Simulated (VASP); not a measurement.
# Li (Im-3m) in VASP: a series of runs

The runs below take Li through relaxation of cell and atoms, with r2SCAN, PBE+D3(BJ), LDA.

All numbers are computed with VASP 6.6.1; they aren't measurements. Logs are shortened: lines on timing, memory, paths and dates and some standing lists are left out, and cuts for length are marked.

## (1) The structure

It takes space group Im-3m (No. 229, cubic). Conventional cell: a = 3.509 Å, b = 3.509 Å, c = 3.509 Å, α = 90.00°, β = 90.00°, γ = 90.00°. Around Li (site symmetry m-3m) lie 8 Li at 3.04 Å.

## (2) Relaxation of cell and atoms, r2SCAN

The input, INCAR:

```
SYSTEM = Li
PREC     = Accurate       ! precision mode
ENCUT    = 600            ! plane-wave cutoff, eV
EDIFF    = 1E-6           ! SCF threshold, eV
ISMEAR   = 1              ! smearing method
SIGMA    = 0.1            ! smearing width, eV
LREAL    = .False.        ! projectors in reciprocal space
LASPH    = .True.         ! aspherical terms in the spheres
NELM     = 80             ! most SCF steps
ALGO     = Normal         ! electronic algorithm
ISIF     = 3              ! what is computed and relaxed
LWAVE    = .False.        ! write WAVECAR
LCHARG   = .False.        ! write CHGCAR
METAGGA  = R2SCAN         ! meta-GGA
LMIXTAU  = .True.       
IBRION   = 2              ! ionic algorithm
NSW      = 90             ! ionic steps
EDIFFG   = -0.01          ! ionic threshold
```

The input, KPOINTS:

```
Automatic mesh
0
Gamma
  18 18 18
  0 0 0
```

The input, POSCAR:

```
Li
1.0
   -1.7546500000      1.7546500000      1.7546500000
    1.7546500000     -1.7546500000      1.7546500000
    1.7546500000      1.7546500000     -1.7546500000
Li
1
Direct
    0.0000000000      0.0000000000      0.0000000000
```

Potentials or basis: VASP PAW PBE potentials, release 64 (Li_sv).

Started as:

```bash
$ cat potpaw_PBE.64/Li_sv/POTCAR > POTCAR
$ mpirun -np 1 vasp_std > vasp.out
```

OUTCAR:

```text
SYSTEM = Li
   PREC = Accurate
   ENCUT = 600
   EDIFF = 1E-6
   ISMEAR = 1
   LREAL = .False.
   LASPH = .True.
   NELM = 80
   ISIF = 3
   METAGGA = R2SCAN
   IBRION = 2
   NSW = 90
   EDIFFG = -0.01

 ion  position               nearest neighbor table
   1  0.000  0.000  0.000-

  LATTYP: Found a body centered cubic cell.
 ALAT       =     3.5093000000

  Lattice vectors:

 A1 = (  -1.7546500000,   1.7546500000,   1.7546500000)
 A2 = (   1.7546500000,  -1.7546500000,   1.7546500000)
 A3 = (   1.7546500000,   1.7546500000,  -1.7546500000)

Analysis of symmetry for initial positions (statically):
=====================================================================
 Subroutine PRICEL returns:
 Original cell was already a primitive cell.

 Routine SETGRP: Setting up the symmetry group for a
 body centered cubic supercell.

 Subroutine GETGRP returns: Found 48 space group operations
 (whereof 48 operations were pure point group operations)
 out of a pool of 48 trial point group operations.

The static configuration has the point symmetry O_h .

Analysis of symmetry for dynamics (positions and initial velocities):
=====================================================================
 Subroutine PRICEL returns:
 Original cell was already a primitive cell.

 Routine SETGRP: Setting up the symmetry group for a
 body centered cubic supercell.

 Subroutine GETGRP returns: Found 48 space group operations
 (whereof 48 operations were pure point group operations)
 out of a pool of 48 trial point group operations.

The dynamic configuration has the point symmetry O_h .

 Subroutine INISYM returns: Found 48 space group operations
 (whereof 48 operations are pure point group operations),
 and found     1 'primitive' translations

----------------------------------------------------------------------------------------

                                     Primitive cell

  volume of cell :      21.6088

  direct lattice vectors                    reciprocal lattice vectors
    -1.754650000  1.754650000  1.754650000     0.000000000  0.284957114  0.284957114
     1.754650000 -1.754650000  1.754650000     0.284957114  0.000000000  0.284957114
     1.754650000  1.754650000 -1.754650000     0.284957114  0.284957114  0.000000000

  length of vectors
     3.039142950  3.039142950  3.039142950     0.402990215  0.402990215  0.402990215

  position of ions in fractional coordinates (direct lattice)
     0.000000000  0.000000000  0.000000000

  ion indices of the primitive-cell ions
   primitive index   ion index
                 1           1

----------------------------------------------------------------------------------------

 KPOINTS: Automatic mesh

Automatic generation of k-mesh.
 Grid dimensions read from file:
 generate k-points for:   18   18   18

 Generating k-lattice:

  Cartesian coordinates                     Fractional coordinates (reciprocal lattice)
     0.000000000  0.015830951  0.015830951     0.055555556  0.000000000  0.000000000
     0.015830951  0.000000000  0.015830951     0.000000000  0.055555556  0.000000000
     0.015830951  0.015830951  0.000000000     0.000000000  0.000000000  0.055555556

  Length of vectors
     0.022388345  0.022388345  0.022388345

  Shift w.r.t. Gamma in fractional coordinates (k-lattice)
     0.000000000  0.000000000  0.000000000

 Subroutine IBZKPT returns following result:
 ===========================================

 Found    195 irreducible k-points:

 Following reciprocal coordinates:
            Coordinates               Weight
  0.000000  0.000000  0.000000      1.000000
  0.055556  0.000000  0.000000     12.000000
  0.111111  0.000000  0.000000     12.000000
  0.166667  0.000000  0.000000     12.000000
  0.222222  0.000000  0.000000     12.000000
  0.277778  0.000000  0.000000     12.000000
[... 16 lines left out ...]
  0.333333  0.111111  0.000000     48.000000
  0.388889  0.111111  0.000000     48.000000
 [... further k-points ...]
   k-points           NKPTS =    195   k-points in BZ     NKDIM =    195   number of bands    NBANDS=      5
   number of dos      NEDOS =    301   number of ions     NIONS =      1
   total plane-waves  NPLWV =  13824
   dimension x,y,z NGX =    24 NGY =   24 NGZ =   24
   dimension x,y,z NGXF=    48 NGYF=   48 NGZF=   48
   ions per type =               1
   NGX,Y,Z   is equivalent  to a cutoff of  13.13, 13.13, 13.13 a.u.
   NGXF,Y,Z  is equivalent  to a cutoff of  26.26, 26.26, 26.26 a.u.
 SYSTEM =  Li
   PREC   = accura    normal or accurate (medium, high low for compatibility)
   ISTART =      0    job   : 0-new  1-cont  2-samecut
   ICHARG =      2    charge: 1-file 2-atom 10-const
   ISPIN  =      1    spin polarized calculation?
   LNONCOLLINEAR =      F non collinear calculations
   LSORBIT =      F    spin-orbit coupling
   LASPH  =      T    aspherical Exc in radial PAW
   ENCUT  =  600.0 eV  44.10 Ry    6.64 a.u.   6.07  6.07  6.07*2*pi/ulx,y,z
   NELM   =     80;   NELMIN=  2; NELMDL= -5     # of ELM steps
   EDIFF  = 0.1E-05   stopping-criterion for ELM
   LREAL  =      F    real-space projection
   EDIFFG = -.1E-01   stopping-criterion for IOM
   NSW    =     90    number of steps for IOM
   IBRION =      2    ionic relax: 0-MD 1-quasi-New 2-CG
   NFREE  =      1    steps in history (QN), initial steepest desc. (CG)
   ISIF   =      3    stress and relaxation
   ISYM   =      2    0-nonsym 1-usesym 2-fastsym
   POTIM  = 0.5000    time-step for ionic-motion
   TEBEG  =    0.0;   TEEND  =   0.0 temperature during run
   PSTRESS=    0.0 pullay stress
   NELECT =       3.0000    total number of electrons
   NUPDOWN=      -1.0000    fix difference up-down
   EMIN   =  10.00;   EMAX   =-10.00  energy-range for DOS
   EFERMI =   0.00;   METHOD = LEGACY
   ISMEAR =     1;   SIGMA  =   0.10  broadening in eV -4-tet -1-fermi 0-gaus
   EFERMI_NEDOS =   21; number of points for ismear=-14 and -15
   IALGO  =     38    algorithm
   IMIX   =      4    mixing-type and parameters
     AMIX     =   0.40;   BMIX     =  1.00
     AMIX_MAG =   1.60;   BMIX_MAG =  1.00
  volume/ion in A,a.u.               =      21.61       145.82
  Fermi-wavevector in a.u.,A,eV,Ry     =   0.847692  1.601906  9.776898  0.718582
  Thomas-Fermi vector in A             =   1.963238
   LORBIT       =      0    0 simple, 1 ext, 2 COOP (PROOUT), +10 PAW based schemes
   METAGGA = R2SCAN    functional components
   LHFCALC =     F    Hartree Fock is set to
   AEXX    =    0.0000 exact exchange contribution
   IVDW    =     0    specifies the selected vdW correction
   LEPSILON=     F    determine dielectric tensor
   LRPA    =     F    only Hartree local field effects (RPA)
 conjugate gradient relaxation of ions
 non-spin polarized calculation
 Methfessel and Paxton  Order N= 1 SIGMA  =   0.10
  energy-cutoff  :      600.00
  volume of cell :       21.61
 maximum number of plane-waves:       736
   NGX = 13   NGY = 13   NGZ = 13

--------------------------------------- Ionic step        1  -------------------------------------------

 number of electron       2.9999991 magnetization

 Free energy of the ion-electron system (eV)
  ---------------------------------------------------
  ext. energy  EPLUGINS =         0.00000000
  ---------------------------------------------------
  free energy    TOTEN  =        -2.38320216 eV

  energy without entropy =       -2.38298251  energy(sigma->0) =       -2.38312894

------------------------ aborting loop because EDIFF is reached ----------------------------------------

  FORCE on cell =-STRESS in cart. coord.  units (eV):
  Direction    XX          YY          ZZ          XY          YZ          ZX
  --------------------------------------------------------------------------------------
  -------------------------------------------------------------------------------------
  Total       -0.0596971     -0.0596971     -0.0596971      0.0000000     -0.0000000     -0.0000000
  in kB       -4.4262095     -4.4262095     -4.4262095      0.0000000     -0.0000000     -0.0000000
  external PRESSURE =      -4.4262095 kB  Pullay stress =       0.0000000 kB
[... 90 lines left out ...]
  energy  without entropy=       -2.3838411546  energy(sigma->0) =       -2.38398479

--------------------------------------- Ionic step        4  -------------------------------------------

 number of electron       2.9999994 magnetization

 Free energy of the ion-electron system (eV)
  ---------------------------------------------------
  ext. energy  EPLUGINS =         0.00000000
  ---------------------------------------------------
  free energy    TOTEN  =        -2.38385736 eV

  energy without entropy =       -2.38364310  energy(sigma->0) =       -2.38378594

 E-fermi :   0.5808     XC(G=0):  -7.3890

 val. band max:        0.5589833531   @ k =  -0.4444   0.4444   0.0556
 cond. band min:       0.6081072654   @ k =   0.3333   0.1667   0.0000
 fundamental gap:      0.0491239123
 Fermi energy:         0.5808180840

 k-point     1 :       0.0000    0.0000    0.0000
  band No.  band energies     occupation
      1     -47.5274      2.00000
      2      -3.2665      2.00000
      3      16.6378      0.00000
      4      16.6390      0.00000
      5      16.6390      0.00000

 k-point     2 :       0.0556    0.0000    0.0000
  band No.  band energies     occupation
      1     -47.5270      2.00000
      2      -3.2036      2.00000
      3      16.1297      0.00000
      4      16.2557      0.00000
      5      16.5101      0.00000
[... 169 lines left out ...]
 k-point    24 :       0.3889    0.1111    0.0000
  band No.  band energies     occupation
      1     -47.5090      2.00000
      2       0.7092     -0.06991
      3       4.5876      0.00000
      4      10.4827      0.00000
      5      12.4449      0.00000

 [... further k-points ...]

------------------------ aborting loop because EDIFF is reached ----------------------------------------

  FORCE on cell =-STRESS in cart. coord.  units (eV):
  Direction    XX          YY          ZZ          XY          YZ          ZX
  --------------------------------------------------------------------------------------
  -------------------------------------------------------------------------------------
  Total       -0.0077661     -0.0077661     -0.0077661      0.0000000      0.0000000      0.0000000
  in kB       -0.6007074     -0.6007074     -0.6007074      0.0000000      0.0000000      0.0000000
  external PRESSURE =      -0.6007074 kB  Pullay stress =       0.0000000 kB
[... 16 lines left out ...]
  FREE ENERGIE OF THE ION-ELECTRON SYSTEM (eV)
  ---------------------------------------------------
  free  energy   TOTEN  =        -2.3838573587 eV

  energy  without entropy=       -2.3836431001  energy(sigma->0) =       -2.38378594

 reached required accuracy - stopping structural energy minimisation
```

Run time: 4.2 min. Hardware: 1 thread of AMD EPYC 9R45 (Zen 5), shared host; peak memory 0.11 GiB.

What came out:

* Free energy: -2.3839 eV
* Relaxed volume: 20.71 Å³/atom
* Relaxed cell: a = 2.997 Å, b = 2.997 Å, c = 2.997 Å, α = 109.47°, β = 109.47°, γ = 109.47°
* Space group after relaxing (to 0.05 Å): Im-3m (No. 229)
* Energy gained by relaxing: 0.7 meV/atom
* Ionic steps: 4
* Pressure after relaxing: -0.1 GPa
* Band gap on the k mesh: none (metal or under the smearing width)

Step by step:
| step | energy change (eV) | largest force (eV/Å) | pressure (GPa) | volume (Å³) |
| --- | --- | --- | --- | --- |
| 1 | 0.0000 | 0.0000 | -0.44 | 21.61 |
| 2 | -0.0005 | 0.0000 | -0.48 | 21.42 |
| 3 | -0.0009 | 0.0000 | -0.11 | 20.87 |
| 4 | -0.0007 | 0.0000 | -0.06 | 20.71 |

Final structure:
```cif
data_structure
_symmetry_space_group_name_H-M 'P 1'
_symmetry_Int_Tables_number 1
_cell_length_a 2.9966
_cell_length_b 2.9966
_cell_length_c 2.9966
_cell_angle_alpha 109.471
_cell_angle_beta 109.471
_cell_angle_gamma 109.471
_cell_volume 20.71
loop_
_atom_site_label
_atom_site_type_symbol
_atom_site_fract_x
_atom_site_fract_y
_atom_site_fract_z
_atom_site_occupancy
Li1 Li 0.00000 0.00000 0.00000 1
```

Levels at points of the mesh, in eV from the Fermi level:
```
           k point  band 1  band 2  band 3  band 4  band 5
(0.00, 0.00, 0.00)  -48.11   -3.85   16.06   16.06   16.06
(0.50, 0.00, 0.00)  -48.09    0.27    3.43   11.30   12.83
(0.50, 0.50, 0.50)  -48.08    5.99    5.99    5.99    8.10
```

Caveat: the cutoff is under 1.25 times the usual one of these potentials, so pressure, stress and relaxed cells hold a basis-set (Pulay) error; the PAW data sets were made with another functional, which shifts forces and pressure a little.

## (3) Relaxation of cell and atoms, r2SCAN

This run uses another cell than the first one, of 20.71 Å³/atom, 0.959 times its volume.

INCAR: that of step 2 with these lines changed.

```diff
@@ -3,3 +3,3 @@
 ENCUT    = 600            ! plane-wave cutoff, eV
-EDIFF    = 1E-6           ! SCF threshold, eV
+EDIFF    = 1E-7           ! SCF threshold, eV
 ISMEAR   = 1              ! smearing method
@@ -17,2 +17,2 @@
 NSW      = 90             ! ionic steps
-EDIFFG   = -0.01          ! ionic threshold
+EDIFFG   = -0.005         ! ionic threshold
```

KPOINTS is that of step 2.

The input, POSCAR:

```
Li                                      
1.0
   -1.7300715268      1.7300715268      1.7300715268
    1.7300715268     -1.7300715268      1.7300715268
    1.7300715268      1.7300715268     -1.7300715268
  Li            
     1
Direct
     0.0000000000000000    0.0000000000000000    0.0000000000000000
```

Potentials or basis: VASP PAW PBE potentials, release 64 (Li_sv).

Started as:

```bash
$ cat potpaw_PBE.64/Li_sv/POTCAR > POTCAR
$ mpirun -np 1 vasp_std > vasp.out
```

OUTCAR:

```text
SYSTEM = Li
   PREC = Accurate
   ENCUT = 600
   EDIFF = 1E-7
   ISMEAR = 1
   LREAL = .False.
   LASPH = .True.
   NELM = 80
   ISIF = 3
   METAGGA = R2SCAN
   IBRION = 2
   NSW = 90
   EDIFFG = -0.005

 ion  position               nearest neighbor table
   1  0.000  0.000  0.000-

  LATTYP: Found a body centered cubic cell.
 ALAT       =     3.4601430536

  Lattice vectors:

 A1 = (  -1.7300715268,   1.7300715268,   1.7300715268)
 A2 = (   1.7300715268,  -1.7300715268,   1.7300715268)
 A3 = (   1.7300715268,   1.7300715268,  -1.7300715268)

Analysis of symmetry for initial positions (statically):
=====================================================================
 Subroutine PRICEL returns:
 Original cell was already a primitive cell.

 Routine SETGRP: Setting up the symmetry group for a
 body centered cubic supercell.

 Subroutine GETGRP returns: Found 48 space group operations
 (whereof 48 operations were pure point group operations)
 out of a pool of 48 trial point group operations.
[... 159 lines left out ...]
  free energy    TOTEN  =        -2.38268812 eV

  energy without entropy =       -2.38247392  energy(sigma->0) =       -2.38261672

 E-fermi :   0.5810     XC(G=0):  -7.3891

 val. band max:        0.5591623534   @ k =  -0.4444   0.4444   0.0556
 cond. band min:       0.6082654181   @ k =   0.3333   0.1667   0.0000
 fundamental gap:      0.0491030647
 Fermi energy:         0.5809976497

 k-point     1 :       0.0000    0.0000    0.0000
  band No.  band energies     occupation
      1     -47.5280      2.00000
      2      -3.2665      2.00000
      3      16.6372      0.00000
      4      16.6383      0.00000
      5      16.6383      0.00000
[... 177 lines left out ...]
 k-point    24 :       0.3889    0.1111   -0.0000
  band No.  band energies     occupation
      1     -47.5094      2.00000
      2       0.7093     -0.06994
      3       4.5876      0.00000
      4      10.4827      0.00000
      5      12.4452      0.00000

 [... further k-points ...]

------------------------ aborting loop because EDIFF is reached ----------------------------------------

  FORCE on cell =-STRESS in cart. coord.  units (eV):
  Direction    XX          YY          ZZ          XY          YZ          ZX
  --------------------------------------------------------------------------------------
  -------------------------------------------------------------------------------------
  Total       -0.0046108     -0.0046108     -0.0046108      0.0000000      0.0000000      0.0000000
  in kB       -0.3566450     -0.3566450     -0.3566450      0.0000000      0.0000000      0.0000000
  external PRESSURE =      -0.3566450 kB  Pullay stress =       0.0000000 kB

 VOLUME and BASIS-vectors are now :
 -----------------------------------------------------------------------------
  energy-cutoff  :      600.00
  volume of cell :       20.71
      direct lattice vectors                 reciprocal lattice vectors
    -1.730071527  1.730071527  1.730071527     0.000000000  0.289005392  0.289005392
     1.730071527 -1.730071527  1.730071527     0.289005392  0.000000000  0.289005392
     1.730071527  1.730071527 -1.730071527     0.289005392  0.289005392  0.000000000

 POSITION                                       TOTAL-FORCE (eV/Angst)
 -----------------------------------------------------------------------------------
      0.00000      0.00000      0.00000        -0.000000      0.000000      0.000000
 -----------------------------------------------------------------------------------
    total drift:                               -0.000000     -0.000000      0.000000

  FREE ENERGIE OF THE ION-ELECTRON SYSTEM (eV)
  ---------------------------------------------------
  free  energy   TOTEN  =        -2.3826881237 eV

  energy  without entropy=       -2.3824739226  energy(sigma->0) =       -2.38261672

 reached required accuracy - stopping structural energy minimisation
```

OSZICAR:

```text
N       E                     dE             d eps       ncg     rms          rms(c)
DAV:   1     0.494911626869E+00    0.49491E+00   -0.79317E+02  1960   0.459E+02
DAV:   2    -0.248588516395E+01   -0.29808E+01   -0.28632E+01  2710   0.684E+01
DAV:   3    -0.265531727196E+01   -0.16943E+00   -0.16905E+00  2435   0.124E+01
[... 27 lines left out ...]
DAV:  31    -0.238268707472E+01   -0.13678E-05   -0.51315E-09   995   0.820E-04    0.169E-05
DAV:  32    -0.238268690431E+01    0.17041E-06   -0.13106E-09   980   0.496E-04    0.409E-05
DAV:  33    -0.238268772503E+01   -0.82072E-06   -0.30678E-09   990   0.444E-04    0.169E-05
DAV:  34    -0.238268805184E+01   -0.32681E-06   -0.14937E-09   980   0.277E-04    0.574E-06
DAV:  35    -0.238268812365E+01   -0.71812E-07   -0.54875E-10   990   0.171E-04
   1 F= -.23826881E+01 E0= -.23826167E+01  d E =-.238269E+01
```

CONTCAR:

```text
Li
   1.00000000000000
    -1.7300715268000000    1.7300715268000000    1.7300715268000000
     1.7300715268000000   -1.7300715268000000    1.7300715268000000
     1.7300715268000000    1.7300715268000000   -1.7300715268000000
  Li
     1
Direct
     0.0000000000000000    0.0000000000000000    0.0000000000000000

  0.00000000E+00  0.00000000E+00  0.00000000E+00
```

Run time: 1.8 min. Hardware: 1 thread of AMD EPYC 9R45 (Zen 5), shared host; peak memory 0.12 GiB.

What came out:

- Free energy: -2.3827 eV
- Pressure after relaxing: 0.0 GPa
- Band gap on the k mesh: none (metal or under the smearing width)

Final structure:
```
Li
1.0
    -1.73007    1.73007    1.73007
     1.73007   -1.73007    1.73007
     1.73007    1.73007   -1.73007
Li
1
Direct
  0.00000 0.00000 0.00000
```

Caveat: the cutoff is under 1.25 times the usual one of these potentials, so pressure, stress and relaxed cells hold a basis-set (Pulay) error; the relaxation stopped at its first step, so nothing moved; the PAW data sets were made with another functional, which shifts forces and pressure a little.

(Part 1 of 2 ends here.)
